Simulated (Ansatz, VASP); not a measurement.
Given: the input of a run of Ansatz 0.2.0 on PbF2 (Fluorocronite).

The input input.yaml:

```yaml
crystal:
  lattice:
    - [0.0, 2.96366, 2.96366]
    - [2.96366, 0.0, 2.96366]
    - [2.96366, 2.96366, 0.0]
  atoms:
    - { symbol: Pb, position: [0.0, 0.0, 0.0] }
    - { symbol: F, position: [0.75, 0.75, 0.75] }
    - { symbol: F, position: [0.25, 0.25, 0.25] }
hamiltonian:
  xc: pbesol
  pseudopotentials: { kind: paw }
kpoints:
  mp_grid: { grid: [8, 8, 8] }
scf:
  occupations: { method: fermi_dirac, width: 0.05 }
output:
  forces: true
  stress: true
  eigenvalues: true
```

Potentials or basis: Ansatz PAW.

The run is started by

```bash
$ ansatz run input.yaml --threads 1 --pin off --max-ram 3584MiB --backend cpu --events-out ev --progress --plain --runs-dir out
```

**Question.** Translate it to VASP 6.6.1. Potentials there: VASP PAW PBE potentials, release 64 (Pb_d, F).

**Answer.** As run (the cutoff follows the program's own potentials):

INCAR

```
SYSTEM = PbF2
ALGO     = Normal         ! electronic algorithm
EDIFF    = 1E-6           ! SCF threshold, eV
ENCUT    = 520            ! plane-wave cutoff, eV
GGA      = PS             ! functional
ISIF     = 2              ! what is computed and relaxed
ISMEAR   = -1             ! smearing method
LASPH    = .True.         ! aspherical terms in the spheres
LCHARG   = .True.         ! write CHGCAR
LELF     = .True.         ! ELF
LREAL    = .False.        ! projectors in reciprocal space
LVHAR    = .True.       
LWAVE    = .False.        ! write WAVECAR
NBANDS   = 21             ! bands
NELM     = 80             ! most SCF steps
PREC     = Accurate       ! precision mode
SIGMA    = 0.05           ! smearing width, eV
```

The input KPOINTS:

```
k-points
0
Gamma
  8 8 8
  0 0 0
```

File POSCAR:

```
PbF2
1.0
    0.0000000000      2.9636600000      2.9636600000
    2.9636600000      0.0000000000      2.9636600000
    2.9636600000      2.9636600000      0.0000000000
Pb F
1 2
Direct
    0.0000000000      0.0000000000      0.0000000000
    0.7500000000      0.7500000000      0.7500000000
    0.2500000000      0.2500000000      0.2500000000
```

Potentials or basis: VASP PAW PBE potentials, release 64 (Pb_d, F).

The run is started by

```console
$ cat potpaw_PBE.64/Pb_d/POTCAR potpaw_PBE.64/F/POTCAR > POTCAR
$ mpirun -np 1 vasp_std > vasp.out
```

Both were run:

|  | VASP | Ansatz | Ansatz less VASP |
| --- | --- | --- | --- |
| gap on the k mesh at the Fermi level (eV) | 4.30 | 4.31 | +0.006 |
| least direct gap on the mesh (eV) | 4.46 | 4.46 | +0.005 |
| pressure (GPa) | -1.3 | -1.1 | +0.21 |

With one functional, cell and mesh, what is left measures potentials, basis and numerics.

Caveats: spin-orbit coupling is left out, which as a rule narrows the gap of such compounds by several tenths of an eV; the PAW data sets were made with another functional, which shifts forces and pressure a little (VASP); the pressure holds a Pulay correction of +0.5 GPa for the finite cutoff (Ansatz); the PAW data sets come from PBE, with cores solved anew for the run's functional, which leaves a small shift of forces and pressure (Ansatz). A k mesh can miss the band edges.
